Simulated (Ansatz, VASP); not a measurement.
One calculation of AlN, two programs

File INCAR:

```
SYSTEM = AlN
ALGO = Normal ; EDIFF = 1E-8
ENCUT = 520 ; ISIF = 2
ISMEAR = -1 ; LASPH = .TRUE.
LCHARG = .FALSE. ; LEFG = .TRUE.
LREAL = .FALSE. ; LWAVE = .FALSE.
NBANDS = 11 ; NELM = 80
PREC = Accurate ; SIGMA = 0.01
```

Contents of KPOINTS:

```
k-points
0
G
  12 12 12
  0 0 0
```

POSCAR

```
AlN
1.0
    0.0000000000      1.9647244322      1.9647244322
    1.9647244322      0.0000000000      1.9647244322
    1.9647244322      1.9647244322      0.0000000000
Al N
1 1
Direct
    0.0000000000      0.0000000000      0.0000000000
    0.5000000000      0.5000000000      0.5000000000
```

Input for Ansatz:

```yaml
crystal:
  lattice:
    - [0.0, 1.9647244322, 1.9647244322]
    - [1.9647244322, 0.0, 1.9647244322]
    - [1.9647244322, 1.9647244322, 0.0]
  atoms:
    - { symbol: Al, position: [0.0, 0.0, 0.0] }
    - { symbol: "N", position: [0.5, 0.5, 0.5] }
kpoints:
  mp_grid: { grid: [12, 12, 12] }
scf:
  occupations: { method: fermi_dirac, width: 0.01 }
hamiltonian:
  xc: lda
  pseudopotentials: { kind: all_electron, datasets: crystal }
output:
  forces: true
  stress: true
  eigenvalues: true
  efg: { contact_densities: true }
```

Change from the starting cell: volume scaled by 0.98, crystal datasets.

Alike in both runs: task electric field gradients; functional LDA; k mesh 12 × 12 × 12; occupations fermi-dirac, width 0.01 eV; no spin polarisation.

|  | VASP | Ansatz |
| --- | --- | --- |
| version | VASP 6.6.1 | Ansatz 0.2.0 |
| potentials or method | VASP PAW LDA potentials, release 64 (Al, N) | all-electron PAW with datasets made for the crystal, scalar-relativistic |
| plane-wave cutoff (eV) | 520 | see its input |

Ansatz gave:

| Item | Value |
| --- | --- |
| gap on the k mesh at the Fermi level (eV) | 5.05 |
| pressure (GPa) | 19.3 |
| Vzz of the field gradient on the site that differs most (V/Å²) | 0.0 |

What did VASP give for the same quantities?

gap on the k mesh at the Fermi level (eV): 5.03; pressure (GPa): 20.1; Vzz of the field gradient on the site that differs most (V/Å²): 0.0.

Ansatz ran all-electron here, so the differences hold the error of VASP's frozen core and of both bases.

Caveats: so large a pressure means that the cell lies far from this level's equilibrium, or that cutoff or potentials fall short (VASP). A k mesh can miss the band edges.
